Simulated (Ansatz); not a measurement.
Ti films: biaxial stress and wafer bow

Plane-wave DFT in Ansatz, PBEsol, scalar-relativistic PAW potentials, cutoff 420 eV, no spin-orbit coupling; no spin polarisation. Ti in space group P6_3/mmc, strained equally along a and b of the conventional cell, with c and the atoms relaxed within the symmetry (a film with c along the normal). Stress is the in-plane mean, tension positive.

| strain (%) | stress (GPa) | E − E(0) (meV/atom) |
| --- | --- | --- |
| -3.0 | -6.44 | 20.2 |
| -2.0 | -4.29 | 9.1 |
| -1.0 | -2.16 | 2.3 |
| +0.0 | -0.03 | 0.0 |
| +1.0 | 1.97 | 2.1 |
| +2.0 | 3.84 | 8.2 |
| +3.0 | ? | 18.2 |

Q: Fit the stress, get the biaxial modulus and predict the missing row.

A: A parabola through the given rows is σ = -0.06 + 2.032 ε -0.0343 ε² GPa (ε in %), so M = dσ/dε = 203 GPa at zero. It predicts 5.73 GPa at +3.0 %; the run gave 5.59 GPa. The miss is 0.14 GPa, so the fit holds even one step beyond its range. The negative square term means that the film is stiffer in compression than in tension. The energies check it: E/V = Mε² at small strain, and a cubic fit with V = 16.72 Å³/atom gives M = 204 GPa, in agreement.

Q: How much does a 100 nm film at +0.5 % strain bow a 300 mm Si(001) wafer 775 μm thick?

A: The fit, without its small constant, gives σ = 1.01 GPa. Stoney's formula, κ = 6σt_f/(M_s t_s²) with M_s = 180.5 GPa for Si(001) (literature), gives |κ| = 5.59×10⁻³ m⁻¹ and a bow κr²/2 = 62.9 μm at r = 150 mm, with the film side concave (tension pulls the edges up). This assumes a single-crystal or fully textured, unrelaxed film at 0 K.

The cell has no gap in any row, so the stresses hang on mesh and smearing.

Cost: about 5 core-minutes for the runs cited, on Arm Neoverse V2 (shared hosts).

The film responds almost linearly under compression, while its stiffness falls steadily in tension. The softening is therefore concentrated on the tensile side rather than spread evenly as a parabola assumes, which is probably why the fit overshoots the run at +3.0 %. The asymmetry is ordinary bond anharmonicity: stretching the basal plane weakens the overlap of the Ti d orbitals that carries much of the cohesion, whereas compression meets a steeper repulsion. Under compression, the free c axis can expand and relieve part of that repulsion, which may explain why the curve stiffens so little there.

The modulus of 203 GPa is close to what the measured elastic constants of hcp Ti imply. At the strain used for the wafer, the curvature of the stress law hardly matters, so the bow is essentially a linear-elastic result, and the in-plane isotropy of the hexagonal basal plane makes the film stress equibiaxial. Because the symmetry was kept, the smooth curve doesn't show that the strained hcp lattice resists shear or transformation to the omega phase.
